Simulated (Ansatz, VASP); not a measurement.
# Na: VASP beside Ansatz

```
Na
1.0
     3.23760    0.00000    0.00000
     0.00000    3.23760    0.00000
     0.00000    0.00000    3.23760
Na
1
Direct
  0.00000 0.00000 0.00000
```

Change from the starting cell: volume scaled by 0.85, PAW files.

Alike in both runs: task single point; functional PBE; k mesh 12 × 12 × 12; occupations fermi-dirac, width 0.05 eV; no spin polarisation.

|  | VASP | Ansatz |
| --- | --- | --- |
| version | VASP 6.6.1 | Ansatz 0.2.0 |
| potentials or method | VASP PAW PBE potentials, release 64 (Na_pv) | PAW with Ansatz's default frozen-core files, scalar-relativistic |
| plane-wave cutoff (eV) | 520 | 420 |
| valence electrons in the cell | 7 | 9 |

|  | VASP | Ansatz | Ansatz less VASP |
| --- | --- | --- | --- |
| pressure (GPa) | 1.3 | 1.3 | +0.05 |

The two sets of potentials don't hold the same shells in valence.
